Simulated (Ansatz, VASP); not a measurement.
## SnO: VASP beside Ansatz

```
Sn O
1.0
     3.36694    0.00000    0.00000
    -1.68347    2.91585    0.00000
     0.00000    0.00000    8.85973
Sn O
2 2
Direct
  0.33333 0.66667 0.37774
  0.66667 0.33333 0.87774
  0.33333 0.66667 0.99539
  0.66667 0.33333 0.49539
```

Alike in both runs: functional PBE; k mesh 6 × 6 × 4; occupations gaussian, width 0.1 eV; no spin polarisation.

Ansatz relaxed the structure, and its values are those at the end. VASP's run is a single point on that final structure, the one shown.

|  | VASP | Ansatz |
| --- | --- | --- |
| version | VASP 6.6.1 | Ansatz 0.2.0 |
| potentials or method | VASP PAW PBE potentials, release 64 (Sn_d, O) | scalar-relativistic, plane waves, PAW |
| plane-wave cutoff (eV) | 520 | 420 |
| valence electrons in the cell | 40 | 40 |

Ansatz gave:

- gap on the k mesh at the Fermi level (eV): 1.48
- least direct gap on the mesh (eV): 1.59
- pressure (GPa): 0.1
- rms of the force components (eV/Å): 0.002

Problem. Estimate VASP's values.

Solution. gap on the k mesh at the Fermi level (eV): 1.45; least direct gap on the mesh (eV): 1.57; pressure (GPa): 0.3; rms of the force components (eV/Å): 0.032.

Caveats: spin-orbit coupling is left out, which moves the levels of the heavy elements. A hybrid or GW would open this gap; PBE tends to underestimate it. A k mesh can miss the band edges.
